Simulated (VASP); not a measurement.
# Tb: self-consistent run

Tb, Im-3m (no. 229), 1 atom in the cell. PBE; PAW potentials Tb (PBE set).

## Input

INCAR:
```
ALGO = Normal ; EDIFF = 1E-6
ENCUT = 520 ; ISIF = 2
ISMEAR = 1 ; ISYM = -1
LASPH = T ; LCHARG = F
LMAXMIX = 6 ; LNONCOLLINEAR = T
LORBIT = 11 ; LREAL = F
LWAVE = F ; MAGMOM = 0.718 -0.183 0.656
NELM = 200 ; PREC = Accurate
SIGMA = 0.1
```

KPOINTS:
```
k-points
0
Gamma
  7 7 7
```

POSCAR:
```
Tb
1.0
   -2.0100000000      2.0100000000      2.0100000000
    2.0100000000     -2.0100000000      2.0100000000
    2.0100000000      2.0100000000     -2.0100000000
Tb
1
Direct
    0.0000000000      0.0000000000      0.0000000000
```

Commands:
```
cat potpaw_PBE.64/Tb/POTCAR > POTCAR
mpirun -np 1 vasp_ncl > vasp.out
```

## Result

- Pressure (GPa): -0.11
- Magnetisation (muB): 4.230, -1.073, 3.858
- Gap on the mesh (eV): 0.000
- Fermi level (eV): 2.923

The free energy and the energy extrapolated to zero width differ by 1.4 meV/atom at a width of 0.1 eV, over the usual 1 meV/atom.

VASP 6.6.1 took 1392 s on 1 core (Intel Xeon 6975P-C (Granite Rapids)), a shared host.
